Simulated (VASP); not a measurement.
## LiH in VASP 6.6.1, relaxation

INCAR

```
EDIFFG = -5E-3
ISMEAR = 0
SIGMA = 0.01
ISIF = 3
NELM = 99
IBRION = 2
GGA = PE
ENCUT = 600
LWAVE = .FALSE.
PREC = Accurate
NBANDS = 9
EDIFF = 1E-7
LCHARG = .FALSE.
PSTRESS = 100
NSW = 40
LREAL = .FALSE.
LASPH = .TRUE.
```

KPOINTS

```
KPOINTS created by Atomic Simulation Environment
0
Gamma
12 12 12
0 0 0
```

POSCAR

```
Li H
 1.0000000000000000
     1.9313821427000000    0.0000000000000000    0.0000000000000000
     0.0000000000000000    1.9313821427000000    0.0000000000000000
     0.0000000000000000    0.0000000000000000    1.9313821427000000
 Li  H
   1   1
Cartesian
  0.0000000000000000  0.0000000000000000  0.0000000000000000
  0.9656910713500000  0.9656910713500000  0.9656910713500000
```

The recommended PBE PAW datasets give the neutral cell 4 valence electrons.

Command

```
mpirun -np 1 vasp_std
```

OSZICAR

```
N       E                     dE             d eps       ncg     rms          rms(c)
DAV:   1     0.506529854809E+00    0.50653E+00   -0.20261E+03  1641   0.480E+02
DAV:   2    -0.447115501856E+01   -0.49777E+01   -0.49532E+01  2053   0.630E+01
DAV:   3    -0.450849558754E+01   -0.37341E-01   -0.37326E-01  1776   0.444E+00
DAV:   4    -0.450854212509E+01   -0.46538E-04   -0.46530E-04  1973   0.133E-01
DAV:   5    -0.450854216763E+01   -0.42538E-07   -0.42538E-07  1802   0.239E-03    0.388E+00
DAV:   6    -0.423272532680E+01    0.27582E+00   -0.17366E-01  1685   0.163E+00    0.209E+00
DAV:   7    -0.412835168881E+01    0.10437E+00   -0.30762E-01  1617   0.223E+00    0.424E-01
DAV:   8    -0.413263219424E+01   -0.42805E-02   -0.90652E-03  1576   0.778E-01    0.189E-01
DAV:   9    -0.413181969283E+01    0.81250E-03   -0.21721E-03  1902   0.239E-01    0.812E-03
DAV:  10    -0.413184237950E+01   -0.22687E-04   -0.56805E-05  1703   0.748E-02    0.498E-03
...
DAV:   2    -0.549629197039E+01    0.33028E-04   -0.15693E-05  1888   0.320E-02    0.376E-02
DAV:   3    -0.549628738484E+01    0.45855E-05   -0.18329E-05  2105   0.228E-02    0.149E-03
DAV:   4    -0.549628730965E+01    0.75189E-07   -0.32403E-07  1591   0.510E-03
   6 F= -.47298693E+01 E0= -.47298693E+01  d E =-.111902E-03
       N       E                     dE             d eps       ncg     rms          rms(c)
DAV:   1    -0.549377421526E+01    0.25132E-02   -0.81746E-04  1514   0.174E-01    0.598E-02
DAV:   2    -0.549374760616E+01    0.26609E-04   -0.12697E-05  1879   0.288E-02    0.338E-02
DAV:   3    -0.549374380758E+01    0.37986E-05   -0.14868E-05  2106   0.206E-02    0.134E-03
DAV:   4    -0.549374374067E+01    0.66904E-07   -0.26301E-07  1580   0.458E-03
   7 F= -.47298869E+01 E0= -.47298869E+01  d E =-.129516E-03
```

From OUTCAR

```
k-points           NKPTS =     84   k-points in BZ     NKDIM =     84   number of bands    NBANDS=      9

   NELECT =       4.0000    total number of electrons

   dimension x,y,z NGX =    16 NGY =   16 NGZ =   16
   dimension x,y,z NGXF=    32 NGYF=   32 NGZF=   32

  energy-cutoff  :      600.00
  volume of cell :       12.24
      direct lattice vectors                 reciprocal lattice vectors
     2.304486592 -0.000000000  0.000000000     0.433936133 -0.000000000 -0.000000000
     0.000000000  2.304486592  0.000000000     0.000000000  0.433936133  0.000000000
     0.000000000 -0.000000000  2.304486592    -0.000000000 -0.000000000  0.433936133

 k-points in reciprocal lattice and weights: KPOINTS created by Atomic Simulation Env
   0.00000000  0.00000000  0.00000000       0.001
   0.08333333  0.00000000  0.00000000       0.003
   0.16666667  0.00000000  0.00000000       0.003
   0.25000000  0.00000000  0.00000000       0.003
   0.33333333  0.00000000  0.00000000       0.003
   0.41666667  0.00000000  0.00000000       0.003
   0.50000000  0.00000000  0.00000000       0.002
   0.08333333  0.08333333  0.00000000       0.007
   ...

 E-fermi :   5.8969

 k-point     1 :       0.0000    0.0000    0.0000
  band No.  band energies     occupation
      1     -43.2443      2.00000
      2      -4.9374      2.00000
      3      18.9980      0.00000
      4      18.9980      0.00000
      5      18.9980      0.00000
      6      21.3276      0.00000
      7      22.4585      0.00000
      8      22.4585      0.00000
      9      42.4500      0.00000

 k-point     2 :       0.0833    0.0000    0.0000
  band No.  band energies     occupation
      1     -43.2362      2.00000
      2      -4.8252      2.00000
      3      16.5477      0.00000
      4      19.1840      0.00000
      5      19.1840      0.00000
      6      21.2554      0.00000
      7      22.6541      0.00000
      8      25.2407      0.00000
      9      41.0903      0.00000

 k-point     3 :       0.1667    0.0000    0.0000
  band No.  band energies     occupation
      1     -43.2141      2.00000
      2      -4.4923      2.00000
      3      13.4064      0.00000
      4      19.7392      0.00000
      5      19.7392      0.00000
      6      20.8699      0.00000
      7      23.2408      0.00000
      8      29.6264      0.00000
      9      38.0988      0.00000

 k-point     4 :       0.2500    0.0000    0.0000
  band No.  band energies     occupation
      1     -43.1839      2.00000
      2      -3.9905      2.00000
      3      10.6743      0.00000
      4      20.2807      0.00000
      5      20.6521      0.00000
      6      20.6521      0.00000
      7      24.2171      0.00000
      8      34.2949      0.00000
      9      34.8538      0.00000

 k-point     5 :       0.3333    0.0000    0.0000
  band No.  band energies     occupation
      1     -43.1536      2.00000
      2      -3.4099      2.00000
      3       8.4841      0.00000
      4      19.6545      0.00000
      5      21.8874      0.00000
      6      21.8874      0.00000
      7      25.5781      0.00000
      8      31.8451      0.00000
      9      31.8451      0.00000

 ...

  Total        0.7695222      0.7695222      0.7695222     -0.0000000      0.0000000     -0.0000000
  in kB      100.7416781    100.7416781    100.7416781     -0.0000000      0.0000000     -0.0000000
  external PRESSURE =       0.7416781 kB  Pullay stress =     100.0000000 kB

 POSITION                                       TOTAL-FORCE (eV/Angst)
 -----------------------------------------------------------------------------------
      0.00000      0.00000      0.00000        -0.000000     -0.000000      0.000000
      1.15224      1.15224      1.15224         0.000000      0.000000      0.000000
 -----------------------------------------------------------------------------------
    total drift:                               -0.000000      0.000000      0.000000

  FREE ENERGIE OF THE ION-ELECTRON SYSTEM (eV)
  ---------------------------------------------------
  free  energy   TOTEN  =        -5.4937437407 eV

  energy  without entropy=       -5.4937437407  energy(sigma->0) =       -5.49374374
```

```
ionic step  ΔH (meV/atom)  volume (Å³)  largest force (eV/Å)  pressure (GPa)  electronic steps
         1            0.0         7.20                 0.000          101.55                13
         2         -414.7         9.57                 0.000           39.99                 8
         3         -520.3        11.71                 0.000           14.31                 9
         4         -523.8        12.21                 0.000           10.31                 7
         5         -523.8        12.33                 0.000            9.44                 6
         6         -523.8        12.28                 0.000            9.77                 4
         7         -523.8        12.24                 0.000           10.07                 4
```

It converged. Results: relaxed cell vector lengths 2.304, 2.304, 2.304 Å; relaxed cell volume 12.24 Å³.

 The volume moved far on the plane waves of the start cell, so a restart from CONTCAR is due.

For comparison, a separate PBE relaxation on usual settings, not on those above, ends at 15.69 Å³.

The run above took about 11 s on one core of a shared host (Intel Xeon Platinum 8488C) and held 0.11 GiB at most.
